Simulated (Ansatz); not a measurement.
# HfO2 monolayer (2H): a soft mode frozen in

Wanted: the energy along a soft mode of HfO2 monolayer (2H) and the structure at the end.

Main program and level: Ansatz 0.2.0; DFT PBEsol, scalar-relativistic, plane waves, PAW.

## Step 1: Starting point

The cell holds 3 atoms: 1 Hf and 2 O. Cell: a = 3.084 Å, b = 3.084 Å, c = 28.700 Å, α = 90.0°, β = 90.0°, γ = 120.0°. Vacuum lies along c.

## Step 2: Phonons on a q mesh

The cell comes from relaxations at this level that are not shown. Stability and thermal properties need the whole zone. Linear response on a 6×6×1 q mesh gives force constants as far as a supercell of that size would, and the tensors from the zone-centre run are typed in so that the long-range dipole term is interpolated apart.

input.yaml

```yaml
crystal:
  lattice:
    - [3.0837656031, 0.0, 0.0]
    - [-1.5418828015, 2.6706193516, 0.0]
    - [0.0, 0.0, 28.7]
  atoms:
    - { symbol: Hf, position: [0.3333333333, 0.6666666667, 0.3484320557] }
    - { symbol: O, position: [0.6666666667, 0.3333333333, 0.3887651227] }
    - { symbol: O, position: [0.6666666667, 0.3333333333, 0.3080989888] }
  periodic: [true, true, false]
kpoints:
  mp_grid: { grid: [12, 12, 1] }
hamiltonian:
  xc: pbesol
scf:
  occupations: { method: fixed }
output:
  eigenvalues: true
phonons:
  method: dfpt
  qmesh: [6, 6, 1]
  temperatures: { t_max: 1000, t_step: 50 }
  qpath:
    path:
      - [0.0, 0.0, 0.0]
      - [0.5, 0.0, 0.0]
      - [0.33333333, 0.33333333, 0.0]
      - [0.0, 0.0, 0.0]
    npoints: 10
  isolated: true
  non_analytic_term:
    high_frequency_dielectric_tensor: [[1.6983, 0.0, 0.0], [0.0, 1.6983, 0.0], [0.0, 0.0, 1.116]]
    born_effective_charges:
      - { species: Hf, tensor: [[4.6398, 0.0, 0.0], [0.0, 4.6398, 0.0], [0.0, 0.0, 0.817]] }
      - { species: O, tensor: [[-2.3199, 0.0, 0.0], [0.0, -2.3199, 0.0], [0.0, 0.0, -0.4085]] }
      - { species: O, tensor: [[-2.3199, 0.0, 0.0], [0.0, -2.3199, 0.0], [0.0, 0.0, -0.4085]] }
    source: "zone-centre run at this cell"
```

Started as:

```console
> ansatz run input.yaml --threads 8 --pin off --max-ram 14336MiB --backend cpu --events-out ev --progress --plain --runs-dir out
```

Numbers of over 12 decimals in the logs are rounded to 6 here.

The log of the run:

```text
Warning: phonons: the dynamical matrix that this run interpolates holds no multipole term above the dipole-dipole one, and a site of this crystal is no centre of inversion, so its interpolated transverse optical and acoustic branches and sound speeds can stay off near Gamma, and the density of states and the thermodynamics with them. What a run solves at a wave vector of phonons.qpoints, Gamma apart, where the deck admits one, is free of this, and under fd what a larger phonons.supercell samples
Warning: crystal.symmetry: narrowed to the stabiliser of the run's FFT grids — unitary ops 12 → 6. A phonons.method: dfpt run fills in the rows of the dynamical matrix that it does not solve by its symmetry operations, which is exact only for operations that map its FFT grids onto themselves: filled in by any other, the frequencies could depend on the order in which like atoms are typed, or, by more than the grids' own error, on where the crystal sits among the grids' points. Excluded: 6 operations. The run can therefore solve more perturbations, solve them on more k-points, or both, and cost more. [rest of the remark cut]
Engine: ansatz 0.2.0, aarch64-unknown-linux-gnu
Pseudopotentials: kind: paw
Pseudopotential: Hf, paw, valence charge 26, recommended cutoff 420 eV (normal), Hf.paw.azcp
Pseudopotential: O, paw, valence charge 6, recommended cutoff 420 eV (normal), O.paw.azcp
Functional definition: PBEsol
  exchange = pbesol_x
  correlation = pbesol_c
Crystal: 3 atoms, lattice volume = 236.361 Å³
Basis set: ecut = 420 eV, 4607 PW (Γ), exchange–correlation on 48×48×384 points (8 copies of the dense FFT grid, shifted against one another)
Bands: 23, of which v1, the nominal top of the filled ones, is band 19 counted from 1 (18 counted from 0)
Symmetry: 12 space group operations
k-points: 19 of 144 (irreducible under 6 space group operations, time reversal used)
Non-local potential: Hf, projectors of the file, l = 0: 3, l = 1: 2, l = 2: 2, l = 3: 3
Non-local potential: O, projectors of the file, l = 0: 2, l = 1: 2, l = 2: 1
PAW form: soft (Blöchl's): semilocal exchange-correlation on the pseudo side does not see the compensation charge
PAW frozen core: Hf, regenerated for the run's functional, and the local potential with it (the file was generated under x = pbe(κ = 0.804, μ = 0.219515), c = pbe(β = 0.066725))
PAW frozen core: O, regenerated for the run's functional, and the local potential with it (the file was generated under x = pbe(κ = 0.804, μ = 0.219515), c = pbe(β = 0.066725))
PAW one-centre angular grid: Hf, 590 points (default); XC on 64 Gauss nodes
PAW one-centre angular grid: O, 110 points (default); XC on 64 Gauss nodes
Initial density: superposition of atomic densities (neutral atoms: chi_scale 0, normalization atom), corrected by the library's trained network
Initial wavefunctions: pseudopotential atomic-orbital guess
Functional: x = pbesol(κ = 0.804, μ = 0.123457), c = pbesol(β = 0.046)
SCF iter   1: F=—  HF=-16722.852973 eV  |F-HF|=—  |Δ(HF+E_count)|=         —  Δρ=6.91e-3  dr2=8.41e-2  ethr=1.77e-3  ⟨swp⟩=6.9  Hψ=2603  notcnv=0  defer=38
preconditioner: auto → Resta (q_TF=auto, 2.012 Å⁻¹)  ε∞=1.7  [insulator: Δε(μ)=1.857 eV  Ē_g=17.494 eV  n_scr=18 (ndim 8)  ℏωp=14.5 eV  f_vac=0.824  ε∞_Penn≈1.7  vacuum switching on, ρ_ref=2.2e-2 e/Å³]
SCF iter   2: F=—  HF=-16722.842916 eV  |F-HF|=—  |Δ(HF+E_count)|=   1.01e-2  Δρ=3.73e-3  dr2=3.12e-2  ethr=2.21e-4  ⟨swp⟩=3.7  Hψ=1110  notcnv=0  defer=38
SCF iter   3: F=—  HF=-16722.836547 eV  |F-HF|=—  |Δ(HF+E_count)|=   6.37e-3  Δρ=1.46e-3  dr2=2.20e-3  ethr=8.21e-5  ⟨swp⟩=3.0  Hψ=869  notcnv=0  defer=38
SCF iter   4: F=—  HF=-16722.836748 eV  |F-HF|=—  |Δ(HF+E_count)|=   2.00e-4  Δρ=2.97e-4  dr2=1.11e-4  ethr=5.78e-6  ⟨swp⟩=4.1  Hψ=1243  notcnv=0  defer=38
SCF iter   5: F=—  HF=-16722.836732 eV  |F-HF|=—  |Δ(HF+E_count)|=   1.58e-5  Δρ=1.10e-4  dr2=1.23e-5  ethr=2.92e-7  ⟨swp⟩=3.4  Hψ=1096  notcnv=0  defer=38
SCF iter   6: F=—  HF=-16722.836740 eV  |F-HF|=—  |Δ(HF+E_count)|=   8.06e-6  Δρ=2.39e-5  dr2=9.86e-7  ethr=3.22e-8  ⟨swp⟩=3.7  Hψ=1060  notcnv=0  defer=38
SCF iter   7: F=—  HF=-16722.836840 eV  |F-HF|=—  |Δ(HF+E_count)|=   1.00e-4  Δρ=6.89e-6  dr2=7.10e-8  ethr=2.59e-9  ⟨swp⟩=3.3  Hψ=1048  notcnv=0  defer=37
SCF iter   8: F=—  HF=-16722.836840 eV  |F-HF|=—  |Δ(HF+E_count)|=   3.93e-8  Δρ=1.78e-6  dr2=7.59e-9  ethr=1.87e-10  ⟨swp⟩=3.6  Hψ=1081  notcnv=0  defer=37
SCF iter   9: F=—  HF=-16722.836840 eV  |F-HF|=—  |Δ(HF+E_count)|=   1.81e-9  Δρ=6.18e-7  dr2=6.49e-10  ethr=2.00e-11  ⟨swp⟩=3.5  Hψ=899  notcnv=0  defer=37
SCF iter  10: F=—  HF=-16722.836840 eV  |F-HF|=—  |Δ(HF+E_count)|=  2.11e-10  Δρ=1.82e-7  dr2=4.57e-11  ethr=1.71e-12  ⟨swp⟩=3.2  Hψ=1015  notcnv=0  defer=37
SCF iter  11: F=-16722.836840 eV  HF=-16722.836840 eV  |F-HF|=1.82e-11  |Δ(HF+E_count)|=  1.82e-11  Δρ=3.17e-8  dr2=1.86e-12  ethr=1.00e-12  ⟨swp⟩=18.0  Hψ=3944  notcnv=0
SCF 1 converged in 11 iterations: F = -16722.836840 eV  dr2 = 1.86e-12
  greatest PAW one-centre occupation: 0.999 electrons in one spin orbital (limit 2), on the Hf atom at site 0 (counted from 0), in its partial waves of l = 3
NSCF: frozen V_eff on 19 k-points
NSCF: frozen V_eff on 43 k-points
DFPT response loops at q = (0, 0, 0) (fractional): preconditioner auto → none (the input reference at scf.mixing.eps_inf says where Resta's filter doesn't serve); β = 0.50; Broyden in place of MSR1
NSCF: frozen V_eff on 156 k-points
DFPT response loops at q = (0, 0.166667, 0) (fractional): mixed as the last ones told, above
NSCF: frozen V_eff on 156 k-points
DFPT response loops at q = (0, 0.333333, 0) (fractional): mixed as the last ones told, above
NSCF: frozen V_eff on 86 k-points
DFPT response loops at q = (0, -0.5, 0) (fractional): mixed as the last ones told, above
NSCF: frozen V_eff on 288 k-points
DFPT response loops at q = (0.166667, 0.166667, 0) (fractional): mixed as the last ones told, above
NSCF: frozen V_eff on 288 k-points
DFPT response loops at q = (0.166667, 0.333333, 0) (fractional): mixed as the last ones told, above
NSCF: frozen V_eff on 156 k-points
DFPT response loops at q = (0.333333, 0.333333, 0) (fractional): mixed as the last ones told, above
SCF converged after 11 iterations
Free energy (F): -16722.836840 eV
Harris-Foulkes:  -16722.836840 eV  (|F-HF|=1.82e-11)
Internal energy: -16722.836840 eV  (E = F + TS)
E sigma→0 (E₀):  -16722.836840 eV
Fermi energy:    -8.226220 eV
--- Per-component energies (eV) ---
  E_band       = -858.201051
  E_kinetic    = 771.477213
  E_local      = -105057.336775  (includes V_loc(G=0)·N_el)
  E_nonlocal   = -1140.582567
  E_hartree    = 51835.947451
  E_xc         = -443.054439
  E_vxc        = -452.425269  (∫ρ·V_xc dr)
  E_paw        = -7111.778232  (= ΣΔE_a)
  E_vpaw       = 1348.766456  (= ΣTr[D̂ρ^β])
  E_aug_tail   = 0.004835  (compensation charges beyond the density's cutoff)
  E_ewald      = 44421.164006
  E_core_change = 1.321667  (= ΣΔE_core)
  E_smearing   = -0.000000  (= −TS)
  E_closure    = -0.000000  (closes the sum)
  Σ components = -16722.836840   (vs F -16722.836840, Δ=0.00e0)
--- Band table (eV; the first three rows and the last of 19) ---
  k-point 0: bands = [... 15 lower, -11.3960, -9.9750, -9.9750, -8.4475, -4.5764, -2.8026, -1.9908, -1.9908]
  k-point 1: bands = [... 15 lower, -11.2864, -10.0870, -10.0699, -8.3833, -4.4591, -2.9425, -1.9507, -1.6782]
  k-point 2: bands = [... 15 lower, -10.9879, -10.3482, -10.3148, -8.2862, -4.8179, -2.2678, -1.9305, -1.8124]
  k-point 18: bands = [... 15 lower, -11.0607, -10.8521, -9.6830, -8.4812, -6.1270, -3.1638, -0.3720, 0.7561]
--- Phonons (Γ-DFPT): 6 representative perturbations + reference (Σ response iterations 24) ---
  ASR residual: 4.544e-5 → 0.000e0 eV/Å²; symmetrization residual: 1.549e-6 eV/Å²
  The last average, over the group as it would stand without the narrowing to the FFT grids, took up to 1.243e-6 eV/Å² of the zone centre's force constants
  ASR residual per site (eV/Å²): 4.54e-5 3.82e-5 3.78e-5
  Γ frequencies (cm⁻¹): -173.50 -173.50 0.00 0.00 0.00 378.99 378.99 552.17 694.78
--- Phonons (arbitrary-q DFPT): 7 irreducible q on the 6×6×1 mesh ---
  q = [0.0000, 0.0000, 0.0000] (star 1, of the zone-centre solve; hermiticity 1.02e-7, symmetrization 8.22e-11, taken by the last average 4.09e-8): -173.50 -173.50 -0.00 0.00 0.00 378.99 378.99 552.17 694.78
  q = [0.0000, 0.1667, 0.0000] (star 6, 9 solved perturbations on 78 of 144 k-point pairs; hermiticity 1.46e-7, symmetrization 1.43e-10, taken by the last average 1.67e-8): -82.52 -70.95 66.97 74.10 129.82 362.07 508.04 551.27 688.64
  q = [0.0000, 0.3333, 0.0000] (star 6, 9 solved perturbations on 78 of 144 k-point pairs; hermiticity 2.40e-7, symmetrization 1.61e-10, taken by the last average 8.84e-8): -80.68 123.96 208.76 234.17 249.06 326.47 454.95 549.03 679.30
  q = [0.0000, -0.5000, 0.0000] (star 3, 9 solved perturbations on 43 of 144 k-point pairs; hermiticity 2.03e-7, symmetrization 1.42e-10, taken by the last average 9.34e-8): -92.83 149.88 259.96 277.37 305.87 306.60 429.62 540.54 675.11
  q = [0.1667, 0.1667, 0.0000] (star 6, 6 solved perturbations in 666 linear systems a pass and spin channel, the states on 144 of 144 k-point pairs; hermiticity 9.15e-8, symmetrization 2.14e-11, taken by the last average 3.54e-7): -73.09 131.40 137.42 199.09 239.74 341.90 467.78 550.44 680.98
  q = [0.1667, 0.3333, 0.0000] (star 12, 9 solved perturbations on 144 of 144 k-point pairs: no pair is spared here; hermiticity 7.60e-8, symmetrization 0.00e0, taken by the last average 2.99e-7): -95.05 182.51 210.26 253.60 330.86 331.98 432.23 535.11 673.77
  q = [0.3333, 0.3333, 0.0000] (star 2, 6 solved perturbations in 327 linear systems a pass and spin channel, the states on 78 of 144 k-point pairs; hermiticity 1.17e-7, symmetrization 4.03e-8, taken by the last average 2.82e-7): -106.00 205.34 230.80 241.50 351.33 365.62 422.04 520.21 670.40
  sum rule: each row above includes the acoustic sum rule's correction from the zone centre's row sums; it moved no ω² by more than (0.81 cm⁻¹)²
  mesh force constants: q→R imaginary residual 4.84e-19; ASR residual 4.544e-5 → 0.000e0 eV/Å²; symmetrization residual 7.105e-15 eV/Å²
  interpolated dispersion: 31 rows × 9 modes
  density of states and harmonic sums: on the 24×24×1 q-mesh, interpolated from the force constants of a 6×6×1 supercell (with the dipole–dipole term of supplied tensors)
  largest difference from the sums on the solved wave vectors: F 4.04e-2 eV, S 5.30e-5 and C_V 1.25e-5 eV/K
  zero-point energy: 0.172720 eV/cell   skipped modes (ω ≤ 0): 74, of them read as no rigid motion or as one in doubt: 71 (1.127e0 modes/cell left out, lowest -173.50 cm⁻¹)   left out of the sums: 1.26e-1 of the cell's modes: C_V's classical limit lies that fraction below 3 k_B per atom; for a crystal, a wire or a layer, F and S can be off by more, and a phonons.interpolated_qmesh denser along its periods is the remedy for the sampling
```

Run time: 6.9 min. Hardware: 8 threads of Arm Neoverse V1, shared host; peak memory 2.2 GiB; 52 min of CPU time.

This step gave:

```
gap on the k-mesh                                       : 2.004 eV
sum-rule residual before enforcement                    : 4.54e-5 eV/Å²
lowest frequency on the path                            : -173.5 cm⁻¹
point group                                             : -6m2
highest frequency on the path or at a solved wavevector : 694.8 cm⁻¹
area per atom                                           : 2.745 Å²
highest optical mode at the zone centre (no LO-TO term) : 694.8 cm⁻¹
lowest optical zone-centre mode                         : -173.5 cm⁻¹
lowest mode on the q mesh (acoustic modes at Γ apart)   : -173.5 cm⁻¹
```

Frequencies (cm⁻¹) solved at each irreducible wavevector; negative means imaginary. Frequencies by wavevector, by row:

```
q in reciprocal lattice units  star  mode 1  mode 2  mode 3  mode 4  mode 5  mode 6  mode 7  mode 8  mode 9
                        0 0 0     1  -173.5  -173.5       0       0       0     379     379   552.2   694.8
                   0 0.1667 0     6   -82.5     -71      67    74.1   129.8   362.1     508   551.3   688.6
                   0 0.3333 0     6   -80.7     124   208.8   234.2   249.1   326.5   454.9     549   679.3
                     0 -0.5 0     3   -92.8   149.9     260   277.4   305.9   306.6   429.6   540.5   675.1
              0.1667 0.1667 0     6   -73.1   131.4   137.4   199.1   239.7   341.9   467.8   550.4     681
              0.1667 0.3333 0    12     -95   182.5   210.3   253.6   330.9     332   432.2   535.1   673.8
              0.3333 0.3333 0     2    -106   205.3   230.8   241.5   351.3   365.6     422   520.2   670.4
```

Interpolated from a 6×6×1 q mesh, with the LO-TO term (at Γ the limit along the path; where Γ stands inside the path, tables give the limit on arrival). The phonon branches at the labelled points (cm⁻¹):

```
  point  branch 1  branch 2  branch 3  branch 4  branch 5  branch 6  branch 7  branch 8  branch 9
      Γ      -174      -174         0         0         0       379       379       552       695
halfway       -71        98       141       175       186       344       480       556       684
      M       -93       150       260       277       306       307       430       540       675
halfway       -99       190       220       261       332       343       426       531       673
      K      -106       205       231       242       351       366       422       520       670
halfway       -73       131       137       199       240       342       468       550       681
      Γ      -174      -174         0         0         0       379       379       552       695
```

The phonon branches as a text plot (rows in cm⁻¹):

```
    677 |********************************************************
    641 |
    604 |
    568 |*      ******                              *******     *
    532 | ******      ******************************       *****
    496 | **  ******                                  *****  ***
    460 |           ****                          ****
    423 |               **************************
    387 |*****                                             ******
    351 |     ********            *************************
    315 |             **************           ***
    279 |               ************              **
    243 |             ************* **************  **
    206 |           ****           *******************
    170 |       ******         ****            *****  ***
    134 |     ******  *********                     **   **
     98 |   **  ******                                *******
     62 |     ****                                    **********
     25 | ****                                             *****
    -11 |***                                                    *
    -47 |
    -83 |     ***********************        **************
   -119 |   **                       ********              **
   -155 |*****                                               ****
         Γ                   M           K                      Γ
```

Symmetry leaves 7 wavevectors to solve. The lowest mode among them, the acoustic zeros apart, lies at Γ and is imaginary, 173.5i cm⁻¹, so the energy falls along it.

## Step 3: The mode frozen in, largest atomic shift 0 Å

The mode followed lies at Γ with frequency 173.5i cm⁻¹ and is 2-fold degenerate, the softest among the wavevectors solved. At small amplitude the distorted cell has space group no. 8 by a symmetry search on the positions. The undistorted cell that holds it gives the zero of energy on the same k mesh.

input.yaml, the sections that differ from step 2:

```yaml
scf:
  occupations: { method: gaussian, width: 0.02 }
output:
  forces: true
  stress: true
  eigenvalues: true
# crystal, kpoints, hamiltonian: as in step 2
# phonons: removed
```

The log of the run:

```text
[...]
Crystal: 3 atoms, lattice volume = 236.361 Å³
Basis set: ecut = 420 eV, 4607 PW (Γ), exchange–correlation on 48×48×384 points (8 copies of the dense FFT grid, shifted against one another)
Bands: 23, of which v1, the nominal top of the filled ones, is band 19 counted from 1 (18 counted from 0)
Symmetry: 12 space group operations
[...]
--- Band table (eV; the first three rows and the last of 19) ---
  k-point 0: bands = [... 15 lower, -11.3958, -9.9747, -9.9747, -8.4472, -4.5762, -2.8023, -1.9905, -1.9905]
  k-point 1: bands = [... 15 lower, -11.2862, -10.0867, -10.0696, -8.3831, -4.4589, -2.9422, -1.9504, -1.6779]
  k-point 2: bands = [... 15 lower, -10.9876, -10.3480, -10.3145, -8.2859, -4.8177, -2.2676, -1.9301, -1.8121]
  k-point 18: bands = [... 15 lower, -11.0605, -10.8519, -9.6828, -8.4809, -6.1267, -3.1635, -0.3716, 0.7564]
[key lines of the parts left out:]
SCF converged after 7 iterations
Free energy (F): -16722.836840 eV
Fermi energy:    -7.223930 eV
P = ½ c Tr σ = 0.0014 N/m
```

Run time: 1.9 s. Hardware: 8 threads; peak memory 0.6 GiB; 12 s of CPU time.

This step gave:

| Item | Value |
| --- | --- |
| energy from the undistorted cell | 0 meV/atom |

## Step 4: The mode frozen in, largest atomic shift 0.14 Å

The atoms are moved along the unstable eigenvector, the largest shift by 0.14 Å, with the cell fixed.

input.yaml

```yaml
crystal:
  lattice:
    - [3.0837656031, 0.0, 0.0]
    - [-1.5418828015, 2.6706193516, 0.0]
    - [0.0, 0.0, 28.7]
  atoms:
    - { symbol: Hf, position: [0.3333333333, 0.6666666667, 0.3484320557] }
    - { symbol: O, position: [0.692877815, 0.38575563, 0.3887651227] }
    - { symbol: O, position: [0.6404555183, 0.2809110366, 0.3080989888] }
  periodic: [true, true, false]
kpoints:
  mp_grid: { grid: [12, 12, 1] }
hamiltonian:
  xc: pbesol
scf:
  occupations: { method: gaussian, width: 0.02 }
output:
  forces: true
  stress: true
  eigenvalues: true
  write_density: true
  write_potential: true
  elf: true
  volumetric_format: npy
```

The log of the run:

```text
[...]
Crystal: 3 atoms, lattice volume = 236.361 Å³
Basis set: ecut = 420 eV, 4607 PW (Γ), exchange–correlation on 48×48×384 points (8 copies of the dense FFT grid, shifted against one another)
Bands: 23, of which v1, the nominal top of the filled ones, is band 19 counted from 1 (18 counted from 0)
Symmetry: 2 space group operations
[...]
k-points: 43 of 144 (time reversal used)
[...]
--- Band table (eV; the first three rows and the last of 43) ---
  k-point 0: bands = [... 15 lower, -11.3579, -9.9346, -9.9344, -8.4740, -4.5748, -2.7278, -2.2703, -2.1703]
  k-point 1: bands = [... 15 lower, -11.2603, -10.0507, -10.0198, -8.4262, -4.4390, -2.8942, -2.1980, -1.9721]
  k-point 2: bands = [... 15 lower, -11.0045, -10.3164, -10.2215, -8.3629, -4.7214, -2.3837, -1.9910, -1.8138]
  k-point 42: bands = [... 15 lower, -11.2441, -10.2074, -9.9149, -8.4467, -5.9634, -2.1968, -1.0366, 0.1280]
[key lines of the parts left out:]
SCF converged after 8 iterations
Free energy (F): -16722.856029 eV
Fermi energy:    -7.125420 eV
P = ½ c Tr σ = 1.2350 N/m
```

Run time: 5.4 s. Hardware: 8 threads; peak memory 0.74 GiB; 40 s of CPU time.

Numbers from this step:

```
gap on the k-mesh                : 2.324 eV
energy from the undistorted cell : -6.396 meV/atom
```

The energy, extrapolated to zero smearing, is -6.40 meV/atom against the undistorted cell.

(Continued in part 2 of 3.)

[Logs are printed without paths, hosts, clocks, repeated set-up lines and the standing remarks that a program may print on its own settings, such as how far it seeks lower states.]

[Hosts, paths, dates, database ids (printed as entryN), source tags and the programs' standing remarks are cut or masked in the printed files.]
